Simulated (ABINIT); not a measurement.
Crystal: Ir.

```
Ir
1.0
     0.00000    1.91560    1.91560
     1.91560    0.00000    1.91560
     1.91560    1.91560    0.00000
Ir
1
Direct
  0.00000 0.00000 0.00000
```

Base run:

- Program: ABINIT 10.8.3 (patched build)
- Functional: WC
- Potentials or basis: JTH PAW PBE v2.0
- Cutoff: 463 eV
- k mesh: 12 × 12 × 12
- Occupations: fermi-dirac, width 0.05 eV
- Spin: spin-orbit coupling, no magnetisation

Its results: band gap on the k mesh none (metal or under the smearing width); pressure 5.2 GPa.

Task: After a change of settings the same cell gave: band gap on the k mesh none (metal or under the smearing width); pressure 16.0 GPa. Which change was it?
A. functional from WC to AM05; spin from spin-orbit coupling, no magnetisation to no spin polarisation
B. functional from WC to revPBE
C. functional from WC to rPW86PBE

Result: B.

revPBE binds less tightly than WC, so the same cell stands under more pressure.

Caveats: the PAW data sets were made with another functional, which shifts forces and pressure a little (some runs); so large a pressure means that the cell lies far from this level's equilibrium, or that cutoff or potentials fall short (some runs); the potentials were made for another functional, which shifts forces and pressure (some runs).

Runs at the PBE level aren't shown here.
